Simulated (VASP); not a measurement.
# PbS (P-6m2) in VASP: a series of runs, part 2 of 2

VASP 6.6.1.

**3. Single point, PBEsol**

The input, INCAR:

```
SYSTEM = PbS
  PREC = Accurate
  ENCUT = 520
  EDIFF = 1E-7
  ISMEAR = 0
  SIGMA = 0.15
  LREAL = .False.
  LASPH = .True.
  NELM = 100
  ALGO = Fast
  ISIF = 2
  LWAVE = .False.
  LCHARG = .False.
  GGA = PS
  NBANDS = 17
```

The input, KPOINTS:

```
Automatic mesh
0
Gamma
  15 15 14
  0 0 0
```

The input, POSCAR:

```
PbS
1.0
    4.0896976867      0.0000000000      0.0000000000
   -2.0448488433      3.5417820905      0.0000000000
    0.0000000000      0.0000000000      3.7881670000
Pb S
1 1
Direct
    0.0000000000      0.0000000000      0.0000000000
    0.6666666667      0.3333333333      0.5000000000
```

Potentials or basis: VASP PAW PBE potentials, release 64 (Pb_d, S).

On the command line:

```sh
$ cat potpaw_PBE.64/Pb_d/POTCAR potpaw_PBE.64/S/POTCAR > POTCAR
$ mpirun -np 1 vasp_std > vasp.out
```

OUTCAR:

```text
SYSTEM = PbS
   PREC = Accurate
   ENCUT = 520
   EDIFF = 1E-7
   ISMEAR = 0
   LREAL = .False.
   LASPH = .True.
   NELM = 100
   ISIF = 2
   GGA = PS

 ion  position               nearest neighbor table
   1  0.000  0.000  0.000-   2 3.03   2 3.03   2 3.03   2 3.03   2 3.03   2 3.03
   2  0.667  0.333  0.500-   1 3.03   1 3.03   1 3.03   1 3.03   1 3.03   1 3.03

  LATTYP: Found a hexagonal cell.
 ALAT       =     4.0896976867
 C/A-ratio  =     0.9262706660

  Lattice vectors:

 A1 = (   4.0896976867,   0.0000000000,   0.0000000000)
 A2 = (  -2.0448488433,   3.5417820905,   0.0000000000)
 A3 = (   0.0000000000,   0.0000000000,   3.7881670000)

Analysis of symmetry for initial positions (statically):
=====================================================================
 Subroutine PRICEL returns:
 Original cell was already a primitive cell.

 Routine SETGRP: Setting up the symmetry group for a
 hexagonal supercell.

 Subroutine GETGRP returns: Found 12 space group operations
 (whereof 12 operations were pure point group operations)
 out of a pool of 24 trial point group operations.

The static configuration has the point symmetry D_3h.

Analysis of symmetry for dynamics (positions and initial velocities):
=====================================================================
 Subroutine PRICEL returns:
 Original cell was already a primitive cell.

 Routine SETGRP: Setting up the symmetry group for a
 hexagonal supercell.

 Subroutine GETGRP returns: Found 12 space group operations
 (whereof 12 operations were pure point group operations)
 out of a pool of 24 trial point group operations.

The dynamic configuration has the point symmetry D_3h.

 Subroutine INISYM returns: Found 12 space group operations
 (whereof 12 operations are pure point group operations),
 and found     1 'primitive' translations

----------------------------------------------------------------------------------------

                                     Primitive cell

  volume of cell :      54.8709

  direct lattice vectors                    reciprocal lattice vectors
     4.089697687  0.000000000  0.000000000     0.244516851  0.141171870  0.000000000
    -2.044848843  3.541782090  0.000000000     0.000000000  0.282343740  0.000000000
     0.000000000  0.000000000  3.788167000     0.000000000  0.000000000  0.263979914

  length of vectors
     4.089697687  4.089697687  3.788167000     0.282343740  0.282343740  0.263979914

  position of ions in fractional coordinates (direct lattice)
     0.000000000  0.000000000  0.000000000
     0.666666667  0.333333333  0.500000000

  ion indices of the primitive-cell ions
   primitive index   ion index
                 1           1
                 2           2

----------------------------------------------------------------------------------------

 KPOINTS: Automatic mesh

Automatic generation of k-mesh.
 Grid dimensions read from file:
 generate k-points for:   15   15   14

 Generating k-lattice:

  Cartesian coordinates                     Fractional coordinates (reciprocal lattice)
     0.016301123  0.009411458  0.000000000     0.066666667 -0.000000000  0.000000000
     0.000000000  0.018822916  0.000000000     0.000000000  0.066666667  0.000000000
     0.000000000  0.000000000  0.018855708     0.000000000  0.000000000  0.071428571

  Length of vectors
     0.018822916  0.018822916  0.018855708

  Shift w.r.t. Gamma in fractional coordinates (k-lattice)
     0.000000000  0.000000000  0.000000000

 Subroutine IBZKPT returns following result:
 ===========================================

 Found    216 irreducible k-points:

 Following reciprocal coordinates:
            Coordinates               Weight
  0.000000  0.000000  0.000000      1.000000
  0.066667  0.000000  0.000000      6.000000
  0.133333  0.000000  0.000000      6.000000
  0.200000  0.000000  0.000000      6.000000
  0.266667  0.000000  0.000000      6.000000
  0.333333  0.000000  0.000000      6.000000
[... 16 lines left out ...]
  0.333333  0.200000  0.000000     12.000000
  0.400000  0.200000  0.000000      6.000000
 [... further k-points ...]
   k-points           NKPTS =    216   k-points in BZ     NKDIM =    216   number of bands    NBANDS=     17
   number of dos      NEDOS =    301   number of ions     NIONS =      2
   total plane-waves  NPLWV =  25200
   dimension x,y,z NGX =    30 NGY =   30 NGZ =   28
   dimension x,y,z NGXF=    60 NGYF=   60 NGZF=   56
   ions per type =               1   1
   NGX,Y,Z   is equivalent  to a cutoff of  12.19, 12.19, 12.29 a.u.
   NGXF,Y,Z  is equivalent  to a cutoff of  24.39, 24.39, 24.58 a.u.
 SYSTEM =  PbS
   PREC   = accura    normal or accurate (medium, high low for compatibility)
   ISTART =      0    job   : 0-new  1-cont  2-samecut
   ICHARG =      2    charge: 1-file 2-atom 10-const
   ISPIN  =      1    spin polarized calculation?
   LNONCOLLINEAR =      F non collinear calculations
   LSORBIT =      F    spin-orbit coupling
   LASPH  =      T    aspherical Exc in radial PAW
   ENCUT  =  520.0 eV  38.22 Ry    6.18 a.u.   7.60  7.60  7.04*2*pi/ulx,y,z
   NELM   =    100;   NELMIN=  2; NELMDL= -5     # of ELM steps
   EDIFF  = 0.1E-06   stopping-criterion for ELM
   LREAL  =      F    real-space projection
   EDIFFG = 0.1E-05   stopping-criterion for IOM
   NSW    =      0    number of steps for IOM
   IBRION =     -1    ionic relax: 0-MD 1-quasi-New 2-CG
   NFREE  =      0    steps in history (QN), initial steepest desc. (CG)
   ISIF   =      2    stress and relaxation
   ISYM   =      2    0-nonsym 1-usesym 2-fastsym
   POTIM  = 0.5000    time-step for ionic-motion
   TEBEG  =    0.0;   TEEND  =   0.0 temperature during run
   PSTRESS=    0.0 pullay stress
   NELECT =      20.0000    total number of electrons
   NUPDOWN=      -1.0000    fix difference up-down
   EMIN   =  10.00;   EMAX   =-10.00  energy-range for DOS
   EFERMI =   0.00;   METHOD = LEGACY
   ISMEAR =     0;   SIGMA  =   0.15  broadening in eV -4-tet -1-fermi 0-gaus
   EFERMI_NEDOS =   21; number of points for ismear=-14 and -15
   IALGO  =     68    algorithm
   IMIX   =      4    mixing-type and parameters
     AMIX     =   0.40;   BMIX     =  1.00
     AMIX_MAG =   1.60;   BMIX_MAG =  1.00
  volume/ion in A,a.u.               =      27.44       185.14
  Fermi-wavevector in a.u.,A,eV,Ry     =   1.169421  2.209885 18.606576  1.367545
  Thomas-Fermi vector in A             =   2.305894
   LORBIT       =      0    0 simple, 1 ext, 2 COOP (PROOUT), +10 PAW based schemes
   GGA     = PS    functional components
   LHFCALC =     F    Hartree Fock is set to
   AEXX    =    0.0000 exact exchange contribution
   IVDW    =     0    specifies the selected vdW correction
   LEPSILON=     F    determine dielectric tensor
   LRPA    =     F    only Hartree local field effects (RPA)
 non-spin polarized calculation
 RMM-DIIS sequential band-by-band and
 Gauss-broadening in eV      SIGMA  =   0.15
  energy-cutoff  :      520.00
  volume of cell :       54.87
 maximum number of plane-waves:      1506
   NGX = 15   NGY = 15   NGZ = 15

 number of electron      19.9999998 magnetization

 Free energy of the ion-electron system (eV)
  ---------------------------------------------------
  ext. energy  EPLUGINS =         0.00000000
  ---------------------------------------------------
  free energy    TOTEN  =        -9.18556290 eV

  energy without entropy =       -9.18355392  energy(sigma->0) =       -9.18455841

 E-fermi :   4.9544     XC(G=0):  -9.6396

 val. band max:        4.9433022147   @ k =   0.3333   0.3333   0.0714
 cond. band min:       5.0046228900   @ k =   0.3333   0.2667   0.0000
 fundamental gap:      0.0613206752
 Fermi energy:         4.9544384995

 k-point     1 :       0.0000    0.0000    0.0000
  band No.  band energies     occupation
      1     -11.7612      2.00000
      2     -11.7384      2.00000
      3     -11.7384      2.00000
      4     -11.6388      2.00000
      5     -11.6388      2.00000
      6      -8.1092      2.00000
[... 9 lines left out ...]
     16      16.0448      0.00000
     17      16.4239      0.00000

 k-point     2 :       0.0667    0.0000    0.0000
  band No.  band energies     occupation
      1     -11.7599      2.00000
      2     -11.7395      2.00000
      3     -11.7356      2.00000
      4     -11.6402      2.00000
      5     -11.6391      2.00000
      6      -8.0739      2.00000
[... 9 lines left out ...]
     16      15.6950      0.00000
     17      16.1510      0.00000
[... 421 lines left out ...]
 k-point    24 :       0.4000    0.2000    0.0000
  band No.  band energies     occupation
      1     -11.7532      2.00000
      2     -11.7235      2.00000
      3     -11.6890      2.00000
      4     -11.6684      2.00000
      5     -11.6523      2.00000
      6      -6.8908      2.00000
[... 9 lines left out ...]
     16      14.4085      0.00000
     17      14.9647      0.00000

 [... further k-points ...]
[... 5 lines left out ...]
  --------------------------------------------------------------------------------------
  -------------------------------------------------------------------------------------
  Total       -0.9545015     -0.9545015     -1.0595958     -0.0000000      0.0000000     -0.0000000
  in kB      -27.8705190    -27.8705190    -30.9391694     -0.0000000      0.0000000     -0.0000000
  external PRESSURE =     -28.8934025 kB  Pullay stress =       0.0000000 kB

 VOLUME and BASIS-vectors are now :
 -----------------------------------------------------------------------------
  energy-cutoff  :      520.00
  volume of cell :       54.87
      direct lattice vectors                 reciprocal lattice vectors
     4.089697687  0.000000000  0.000000000     0.244516851  0.141171870  0.000000000
    -2.044848843  3.541782090  0.000000000     0.000000000  0.282343740  0.000000000
     0.000000000  0.000000000  3.788167000     0.000000000  0.000000000  0.263979914

 POSITION                                       TOTAL-FORCE (eV/Angst)
 -----------------------------------------------------------------------------------
      0.00000      0.00000      0.00000        -0.000000     -0.000000      0.000000
      2.04485      1.18059      1.89408         0.000000      0.000000      0.000000
 -----------------------------------------------------------------------------------
    total drift:                               -0.000000      0.000000      0.000000

  FREE ENERGIE OF THE ION-ELECTRON SYSTEM (eV)
  ---------------------------------------------------
  free  energy   TOTEN  =        -9.1855629022 eV

  energy  without entropy=       -9.1835539250  energy(sigma->0) =       -9.18455841
```

stdout:

```text
POSCAR found type information on POSCAR PbS
 POSCAR found :  2 types and       2 ions
 scaLAPACK will be used
 -----------------------------------------------------------------------------
|                                                                             |
|                                                                             |
|     You enforced a specific xc type in the INCAR file but a different       |
|     I HOPE YOU KNOW WHAT YOU ARE DOING!                                     |
|                                                                             |
 -----------------------------------------------------------------------------

 LDA part: xc-table for (Slater+PW92), standard interpolation
 POSCAR, INCAR and KPOINTS ok, starting setup
 FFT: planning ... GRIDC
 FFT: planning ... GRID_SOFT
 FFT: planning ... GRID
 WAVECAR not read
 entering main loop
```

Run time: 4.6 min. Hardware: 1 thread of AMD EPYC 7R43 (Zen 3), shared host; peak memory 0.27 GiB.

What came out:

```yaml
Free_energy: -9.1856 eV
Pressure: -2.9 GPa
Band_gap_on_the_k_mesh: none (metal or under the smearing width)
```

Stress tensor (GPa, compression positive):
```
-2.79  0.00  0.00
 0.00 -2.79  0.00
 0.00  0.00 -3.09
```

Caveat: the PAW data sets were made with another functional, which shifts forces and pressure a little.
